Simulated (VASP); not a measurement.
# TiC in VASP: relaxation of the atoms with PBEsol

Aim: the relaxation of the atoms of TiC with PBEsol.

All numbers are computed with VASP 6.6.1; they aren't measurements. Logs are shortened: lines on timing, memory, paths and dates and some standing lists are left out, and cuts for length are marked.

## 1. The slab as given

The cell holds a slab with vacuum, 4 atoms: a = 3.054 Å, b = 3.054 Å, c = 18.159 Å, α = 90.00°, β = 90.00°, γ = 90.00°.

## 2. Relaxation of the atoms, PBEsol

Contents of INCAR:

```
ALGO     = Normal         # electronic algorithm
DIPOL    = 0.5 0.5 0.500
EDIFF    = 1E-6           # SCF threshold, eV
EDIFFG   = -0.015         # ionic threshold
ENCUT    = 520            # plane-wave cutoff, eV
GGA      = PS             # functional
IBRION   = 2              # ionic algorithm
IDIPOL   = 3            
ISIF     = 2              # what is computed and relaxed
ISMEAR   = 1              # smearing method
KPAR     = 8            
LASPH    = T              # aspherical terms in the spheres
LCHARG   = F              # write CHGCAR
LDIPOL   = T            
LREAL    = F              # projectors in reciprocal space
LWAVE    = F              # write WAVECAR
NELM     = 80             # most SCF steps
NSW      = 100            # ionic steps
PREC     = Accurate       # precision mode
SIGMA    = 0.1            # smearing width, eV
```

Contents of KPOINTS:

```
k-points
0
Gamma
  10 10 1
```

Contents of POSCAR:

```
TiC
1.0
    3.0537113450      0.0000000000      0.0000000000
    0.0000000000      3.0537113450      0.0000000000
    0.0000000000      0.0000000000     18.1593000000
Ti C
2 2
Direct
    0.5000000000      0.5000000000      0.4405456157
    0.0000000000      0.0000000000      0.5594543843
    0.0000000000      0.0000000000      0.4405456157
    0.5000000000      0.5000000000      0.5594543843
```

Potentials or basis: VASP PAW PBE potentials, release 64 (Ti_sv, C).

Run with:

```bash
$ cat potpaw_PBE.64/Ti_sv/POTCAR potpaw_PBE.64/C/POTCAR > POTCAR
$ mpirun -np 8 vasp_std > vasp.out
```

OUTCAR:

```text
EDIFF = 1E-6
   EDIFFG = -0.015
   ENCUT = 520
   GGA = PS
   IBRION = 2
   ISIF = 2
   ISMEAR = 1
   LASPH = T
   LREAL = F
   NELM = 80
   NSW = 100
   PREC = Accurate

 ion  position               nearest neighbor table
   1  0.500  0.500  0.441-   3 2.16   3 2.16   3 2.16   3 2.16   4 2.16
   2  0.000  0.000  0.559-   4 2.16   4 2.16   4 2.16   4 2.16   3 2.16
   3  0.000  0.000  0.441-   1 2.16   1 2.16   1 2.16   1 2.16   2 2.16
   4  0.500  0.500  0.559-   2 2.16   2 2.16   2 2.16   2 2.16   1 2.16

  LATTYP: Found a simple tetragonal cell.
 ALAT       =     3.0537113450
 C/A-ratio  =     5.9466327850

  Lattice vectors:

 A1 = (   3.0537113450,   0.0000000000,   0.0000000000)
 A2 = (   0.0000000000,   3.0537113450,   0.0000000000)
 A3 = (   0.0000000000,   0.0000000000,  18.1593000000)

Analysis of symmetry for initial positions (statically):
=====================================================================
 Subroutine PRICEL returns:
 Original cell was already a primitive cell.

 Routine SETGRP: Setting up the symmetry group for a
 simple tetragonal supercell.

 Subroutine GETGRP returns: Found 16 space group operations
 (whereof  8 operations were pure point group operations)
 out of a pool of 16 trial point group operations.

The static configuration has the point symmetry C_4v.
 The point group associated with its full space group is D_4h.

Analysis of symmetry for dynamics (positions and initial velocities):
=====================================================================
 Subroutine PRICEL returns:
 Original cell was already a primitive cell.

 Routine SETGRP: Setting up the symmetry group for a
 simple tetragonal supercell.

 Subroutine GETGRP returns: Found 16 space group operations
 (whereof  8 operations were pure point group operations)
 out of a pool of 16 trial point group operations.

The dynamic configuration has the point symmetry C_4v.
 The point group associated with its full space group is D_4h.

 Subroutine INISYM returns: Found 16 space group operations
 (whereof  8 operations are pure point group operations),
 and found     1 'primitive' translations

----------------------------------------------------------------------------------------

                                     Primitive cell

  volume of cell :     169.3383

  direct lattice vectors                    reciprocal lattice vectors
     3.053711345  0.000000000  0.000000000     0.327470375  0.000000000  0.000000000
     0.000000000  3.053711345  0.000000000     0.000000000  0.327470375  0.000000000
     0.000000000  0.000000000 18.159300000     0.000000000  0.000000000  0.055068202

  length of vectors
     3.053711345  3.053711345 18.159300000     0.327470375  0.327470375  0.055068202

  position of ions in fractional coordinates (direct lattice)
     0.500000000  0.500000000  0.440545616
     0.000000000  0.000000000  0.559454384
     0.000000000  0.000000000  0.440545616
     0.500000000  0.500000000  0.559454384

  ion indices of the primitive-cell ions
   primitive index   ion index
                 1           1
                 2           2
                 3           3
                 4           4

----------------------------------------------------------------------------------------

 KPOINTS: k-points

Automatic generation of k-mesh.
 Grid dimensions read from file:
 generate k-points for:   10   10    1

 Generating k-lattice:

  Cartesian coordinates                     Fractional coordinates (reciprocal lattice)
     0.032747038  0.000000000  0.000000000     0.100000000  0.000000000  0.000000000
     0.000000000  0.032747038  0.000000000     0.000000000  0.100000000  0.000000000
     0.000000000  0.000000000  0.055068202     0.000000000  0.000000000  1.000000000

  Length of vectors
     0.032747038  0.032747038  0.055068202

  Shift w.r.t. Gamma in fractional coordinates (k-lattice)
     0.000000000  0.000000000  0.000000000

 Subroutine IBZKPT returns following result:
 ===========================================

 Found     21 irreducible k-points:

 Following reciprocal coordinates:
            Coordinates               Weight
  0.000000  0.000000  0.000000      1.000000
  0.100000  0.000000  0.000000      4.000000
  0.200000  0.000000  0.000000      4.000000
  0.300000  0.000000  0.000000      4.000000
  0.400000  0.000000  0.000000      4.000000
  0.500000  0.000000  0.000000      2.000000
[... 13 lines left out ...]
  0.500000  0.400000  0.000000      4.000000
  0.500000  0.500000  0.000000      1.000000
   k-points           NKPTS =     21   k-points in BZ     NKDIM =     21   number of bands    NBANDS=     20
   number of dos      NEDOS =    301   number of ions     NIONS =      4
   total plane-waves  NPLWV =  80640
   dimension x,y,z NGX =    24 NGY =   24 NGZ =  140
   dimension x,y,z NGXF=    48 NGYF=   48 NGZF=  280
   ions per type =               2   2
   NGX,Y,Z   is equivalent  to a cutoff of  13.07, 13.07, 12.82 a.u.
   NGXF,Y,Z  is equivalent  to a cutoff of  26.13, 26.13, 25.63 a.u.
 SYSTEM =  unknown system
   PREC   = accura    normal or accurate (medium, high low for compatibility)
   ISTART =      0    job   : 0-new  1-cont  2-samecut
   ICHARG =      2    charge: 1-file 2-atom 10-const
   ISPIN  =      1    spin polarized calculation?
   LNONCOLLINEAR =      F non collinear calculations
   LSORBIT =      F    spin-orbit coupling
   LASPH  =      T    aspherical Exc in radial PAW
   ENCUT  =  520.0 eV  38.22 Ry    6.18 a.u.   5.68  5.68 33.76*2*pi/ulx,y,z
   NELM   =     80;   NELMIN=  2; NELMDL= -5     # of ELM steps
   EDIFF  = 0.1E-05   stopping-criterion for ELM
   LREAL  =      F    real-space projection
   EDIFFG = -.1E-01   stopping-criterion for IOM
   NSW    =    100    number of steps for IOM
   IBRION =      2    ionic relax: 0-MD 1-quasi-New 2-CG
   NFREE  =      1    steps in history (QN), initial steepest desc. (CG)
   ISIF   =      2    stress and relaxation
   ISYM   =      2    0-nonsym 1-usesym 2-fastsym
   POTIM  = 0.5000    time-step for ionic-motion
   TEBEG  =    0.0;   TEEND  =   0.0 temperature during run
   PSTRESS=    0.0 pullay stress
   NELECT =      32.0000    total number of electrons
   NUPDOWN=      -1.0000    fix difference up-down
   EMIN   =  10.00;   EMAX   =-10.00  energy-range for DOS
   EFERMI =   0.00;   METHOD = LEGACY
   ISMEAR =     1;   SIGMA  =   0.10  broadening in eV -4-tet -1-fermi 0-gaus
   EFERMI_NEDOS =   21; number of points for ismear=-14 and -15
   IALGO  =     38    algorithm
   IMIX   =      4    mixing-type and parameters
     AMIX     =   0.40;   BMIX     =  1.00
     AMIX_MAG =   1.60;   BMIX_MAG =  1.00
  volume/ion in A,a.u.               =      42.33       285.69
  Fermi-wavevector in a.u.,A,eV,Ry     =   0.939449  1.775301 12.008014  0.882564
  Thomas-Fermi vector in A             =   2.066762
   LORBIT       =      0    0 simple, 1 ext, 2 COOP (PROOUT), +10 PAW based schemes
   GGA     = PS    functional components
   LHFCALC =     F    Hartree Fock is set to
   AEXX    =    0.0000 exact exchange contribution
   IVDW    =     0    specifies the selected vdW correction
   LEPSILON=     F    determine dielectric tensor
   LRPA    =     F    only Hartree local field effects (RPA)
 conjugate gradient relaxation of ions
 non-spin polarized calculation
 Methfessel and Paxton  Order N= 1 SIGMA  =   0.10
  energy-cutoff  :      520.00
  volume of cell :      169.34
 maximum number of plane-waves:      4582
 NGX is ok and might be reduce to    24
   NGX = 11   NGY = 11   NGZ = 67

--------------------------------------- Ionic step        1  -------------------------------------------

 number of electron      32.0000009 magnetization

 Free energy of the ion-electron system (eV)
  ---------------------------------------------------
  ext. energy  EPLUGINS =         0.00000000
  ---------------------------------------------------
  free energy    TOTEN  =       -37.10665953 eV

  energy without entropy =      -37.10674605  energy(sigma->0) =      -37.10668837

------------------------ aborting loop because EDIFF is reached ----------------------------------------

  FORCE on cell =-STRESS in cart. coord.  units (eV):
  Direction    XX          YY          ZZ          XY          YZ          ZX
  --------------------------------------------------------------------------------------
  -------------------------------------------------------------------------------------
  Total       -5.4994624     -5.4994624     -2.7302534      0.0000000      0.0000000      0.0000000
  in kB      -52.0326266    -52.0326266    -25.8320256      0.0000000      0.0000000      0.0000000
  external PRESSURE =     -43.2990929 kB  Pullay stress =       0.0000000 kB
[... 215 lines left out ...]
--------------------------------------- Ionic step        7  -------------------------------------------

 number of electron      32.0000010 magnetization

 dipolmoment           0.000000      0.000000      0.000000 electrons x Angstroem

------------------------ aborting loop because EDIFF is reached ----------------------------------------

  FORCE on cell =-STRESS in cart. coord.  units (eV):
  Direction    XX          YY          ZZ          XY          YZ          ZX
  --------------------------------------------------------------------------------------
  -------------------------------------------------------------------------------------
  Total       -4.4444485     -4.4444485      0.0305313      0.0000000      0.0000000      0.0000000
  in kB      -42.0507157    -42.0507157      0.2888685      0.0000000      0.0000000      0.0000000
  external PRESSURE =     -27.9375210 kB  Pullay stress =       0.0000000 kB
[... 25 lines left out ...]
--------------------------------------- Ionic step        8  -------------------------------------------

 number of electron      32.0000010 magnetization

 dipolmoment           0.000000      0.000000     -0.000000 electrons x Angstroem

 Free energy of the ion-electron system (eV)
  ---------------------------------------------------
  ext. energy  EPLUGINS =         0.00000000
  ---------------------------------------------------
  free energy    TOTEN  =       -37.21166630 eV

  energy without entropy =      -37.20973296  energy(sigma->0) =      -37.21102185

 E-fermi :  -0.7035     XC(G=0):  -3.9905

 val. band max:       -0.7694384692   @ k =   0.0000   0.0000   0.0000
 cond. band min:      -0.6947445723   @ k =   0.1000   0.0000   0.0000
 fundamental gap:      0.0746938969
 Fermi energy:        -0.7035164733

 k-point     1 :       0.0000    0.0000    0.0000
  band No.  band energies     occupation
      1     -57.1866      2.00000
      2     -57.1092      2.00000
      3     -33.8425      2.00000
      4     -33.5641      2.00000
      5     -33.3839      2.00000
      6     -33.3839      2.00000
[... 472 lines left out ...]
     19       2.5648      0.00000
     20       2.5648      0.00000

------------------------ aborting loop because EDIFF is reached ----------------------------------------

 vacuum level on the upper side and lower side of the slab       (xc-potential included)        -0.004        -0.004

  FORCE on cell =-STRESS in cart. coord.  units (eV):
  Direction    XX          YY          ZZ          XY          YZ          ZX
  --------------------------------------------------------------------------------------
  -------------------------------------------------------------------------------------
  Total       -4.4476244     -4.4476244     -0.0171876      0.0000000      0.0000000     -0.0000000
  in kB      -42.0807644    -42.0807644     -0.1626189      0.0000000      0.0000000     -0.0000000
  external PRESSURE =     -28.1080493 kB  Pullay stress =       0.0000000 kB
[... 19 lines left out ...]
  FREE ENERGIE OF THE ION-ELECTRON SYSTEM (eV)
  ---------------------------------------------------
  free  energy   TOTEN  =       -37.2116662959 eV

  energy  without entropy=      -37.2097329558  energy(sigma->0) =      -37.21102185

 reached required accuracy - stopping structural energy minimisation

 vacuum level on the upper side and lower side of the slab         3.229         3.229
```

Run time: 73 s. Hardware: 8 MPI ranks of Intel Xeon Platinum 8488C (Sapphire Rapids), shared host; peak memory 0.35 GiB.

What came out:

```
Free energy                  : -37.2117 eV
Energy gained by relaxing    : 26.3 meV/atom
Ionic steps                  : 8
Largest force after relaxing : 0.013 eV/Å
Band gap on the k mesh       : none (metal or under the smearing width)
```

Forces in eV/Å, atoms in the order of the input:
```
Ti   0.000  0.000  0.013
Ti   0.000  0.000 -0.013
C    0.000  0.000 -0.003
C    0.000  0.000  0.003
```

The path:
```tsv
step	energy change (eV)	largest force (eV/Å)	pressure (GPa)
1	0.0000	1.3430	-4.33
2	-0.1015	0.1829	-3.25
3	-0.1030	0.1099	-3.09
4	-0.1040	0.0790	-2.99
5	-0.1049	0.0227	-2.84
6	-0.1050	0.0264	-2.79
7	-0.1050	0.0254	-2.79
8	-0.1050	0.0131	-2.81
```

Final structure:
```cif
data_structure
_symmetry_space_group_name_H-M 'P 1'
_symmetry_Int_Tables_number 1
_cell_length_a 3.0537
_cell_length_b 3.0537
_cell_length_c 18.1593
_cell_angle_alpha 90.000
_cell_angle_beta 90.000
_cell_angle_gamma 90.000
_cell_volume 169.34
loop_
_atom_site_label
_atom_site_type_symbol
_atom_site_fract_x
_atom_site_fract_y
_atom_site_fract_z
_atom_site_occupancy
Ti1 Ti 0.50000 0.50000 0.44463 1
Ti2 Ti 0.00000 0.00000 0.55537 1
C1 C 0.00000 0.00000 0.44124 1
C2 C 0.50000 0.50000 0.55876 1
```

Caveat: the PAW data sets were made with another functional, which shifts forces and pressure a little.
